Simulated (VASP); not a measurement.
Something may be wrong with this VASP 6.6.1 calculation of BAs.

The input INCAR:

```
ALGO     = Fast           # electronic algorithm
EDIFF    = 1E-6           # SCF threshold, eV
EDIFFG   = -0.01          # ionic threshold
ENCUT    = 220            # plane-wave cutoff, eV
GGA      = PE             # functional
IBRION   = 2              # ionic algorithm
ISIF     = 3              # what is computed and relaxed
ISMEAR   = -1             # smearing method
LASPH    = True           # aspherical terms in the spheres
LCHARG   = False          # write CHGCAR
LREAL    = False          # projectors in reciprocal space
LWAVE    = False          # write WAVECAR
NELM     = 91             # most SCF steps
NSW      = 30             # ionic steps
PREC     = Normal         # precision mode
PSTRESS  = 0            
SIGMA    = 0.05           # smearing width, eV
```

Contents of KPOINTS:

```
k-points
0
Gamma
  9 9 9
```

Contents of POSCAR:

```
BAs
1.0
    2.9343700000      0.0000000000      0.0000000000
    0.0000000000      2.9343700000      0.0000000000
    0.0000000000      0.0000000000      2.9343700000
B As
1 1
Direct
    0.5000000000      0.5000000000      0.5000000000
    0.0000000000      0.0000000000      0.0000000000
```

Potentials or basis: VASP PAW PBE potentials, release 64 (B, As).

Command:

```bash
$ cat potpaw_PBE.64/B/POTCAR potpaw_PBE.64/As/POTCAR > POTCAR
$ mpirun -np 1 vasp_std > vasp.out
```

OUTCAR:

```text
EDIFF = 1E-6
   EDIFFG = -0.01
   ENCUT = 220
   GGA = PE
   IBRION = 2
   ISIF = 3
   ISMEAR = -1
   LASPH = True
   LREAL = False
   NELM = 91
   NSW = 30
   PREC = Normal
   PSTRESS = 0

 ion  position               nearest neighbor table
   1  0.500  0.500  0.500-   2 2.54   2 2.54   2 2.54   2 2.54   2 2.54   2 2.54   2 2.54   2 2.54

   2  0.000  0.000  0.000-   1 2.54   1 2.54   1 2.54   1 2.54   1 2.54   1 2.54   1 2.54   1 2.54

  LATTYP: Found a simple cubic cell.
 ALAT       =     2.9343700000

  Lattice vectors:

 A1 = (   2.9343700000,   0.0000000000,   0.0000000000)
 A2 = (   0.0000000000,   2.9343700000,   0.0000000000)
 A3 = (   0.0000000000,   0.0000000000,   2.9343700000)

Analysis of symmetry for initial positions (statically):
[... 253 lines left out ...]
[... 1 line left out ...]
  ext. energy  EPLUGINS =         0.00000000
  ---------------------------------------------------
  free energy    TOTEN  =        -8.29864788 eV

  energy without entropy =       -8.28943218  energy(sigma->0) =       -8.29404003

 E-fermi :   7.3069     XC(G=0): -11.5222

 val. band max:        7.2992821754   @ k =   0.0000   0.0000   0.0000
 cond. band min:       7.3727526909   @ k =   0.4444   0.1111   0.1111
[... 1 line left out ...]
 Fermi energy:         7.3068680886

[... 264 lines left out ...]
 [... further k-points ...]

------------------------ aborting loop because EDIFF is reached ----------------------------------------

  FORCE on cell =-STRESS in cart. coord.  units (eV):
  Direction    XX          YY          ZZ          XY          YZ          ZX
  --------------------------------------------------------------------------------------
  -------------------------------------------------------------------------------------
  Total        0.0001427      0.0001427      0.0001427      0.0000000     -0.0000000      0.0000000
  in kB        0.0092305      0.0092305      0.0092305      0.0000000     -0.0000000      0.0000000
  external PRESSURE =       0.0092305 kB  Pullay stress =       0.0000000 kB
[... 17 lines left out ...]
  FREE ENERGIE OF THE ION-ELECTRON SYSTEM (eV)
  ---------------------------------------------------
  free  energy   TOTEN  =        -8.2986478830 eV

  energy  without entropy=       -8.2894321839  energy(sigma->0) =       -8.29404003

 reached required accuracy - stopping structural energy minimisation
```

On the terminal:

```text
POSCAR found type information on POSCAR B As
 POSCAR found :  2 types and       2 ions
[... 74 lines left out ...]
 search vector abs. value=  0.157E-08
 reached required accuracy - stopping structural energy minimisation
```

Task: What happened, and what is wrong with the input?

Result: The run converged. The input holds a flaw that was put in on purpose: cell relaxed at a low cutoff (ENCUT = 220; PREC = Normal). The program doesn't stop on it, so the numbers can't be trusted though the run ends normally.
